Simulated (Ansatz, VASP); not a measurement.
## One calculation of WC (Qusongite), two programs

The input INCAR:

```
ALGO = Normal
EDIFF = 1E-7
ENCUT = 520
GGA = PE
ISIF = 2
ISMEAR = 1
LASPH = True
LCHARG = False
LREAL = False
LWAVE = False
NBANDS = 16
NELM = 80
PREC = Accurate
SIGMA = 0.1
```

Contents of KPOINTS:

```
k-points
0
Gamma
  11 11 9
```

POSCAR

```
WC
1.0
    2.9572787999      0.0000000000      0.0000000000
   -1.4786393999      2.5610787335      0.0000000000
    0.0000000000      0.0000000000      2.8861575929
W C
1 1
Direct
    0.0000000000      0.0000000000      0.0000000000
    0.6666666667      0.3333333333      0.5000000000
```

Input for Ansatz:

```yaml
crystal:
  lattice:
    - [2.9572787998885213, 0.0, 0.0]
    - [-1.4786393999442606, 2.561078733540615, 0.0]
    - [0.0, 0.0, 2.8861575928999756]
  atoms:
    - { symbol: W, position: [0.0, 0.0, 0.0] }
    - { symbol: C, position: [0.6666666666666666, 0.3333333333333333, 0.5] }
basis:
  ecutwfc: 500.0
kpoints:
  mp_grid:
    grid: [11, 11, 9]
hamiltonian:
  xc: pbe
scf:
  convergence:
    dr2_threshold: 1.0e-07
  occupations:
    method: cold
    width: 0.1
output:
  stress: true
```

Alike in both runs: task single point; functional PBE; k mesh 11 × 11 × 9; no spin polarisation.

|  | VASP | Ansatz |
| --- | --- | --- |
| version | VASP 6.6.1 | Ansatz 0.2.0 |
| potentials or method | VASP PAW PBE potentials, release 64 (W_sv, C) | plane waves, PAW |
| plane-wave cutoff (eV) | 520 | 500 |
| occupations | methfessel-paxton of order 1, width 0.1 eV | cold, width 0.1 eV |
| valence electrons in the cell | 18 | 18 |

```csv
,VASP,Ansatz,Ansatz less VASP
pressure (GPa),-12.6,-13.5,-0.94
largest component of the traceless stress (GPa),2.20,2.44,+0.246
```

Ansatz warned: «stress_scf_threshold_loose».

Spin-orbit coupling is left out, which matters for the levels of W.
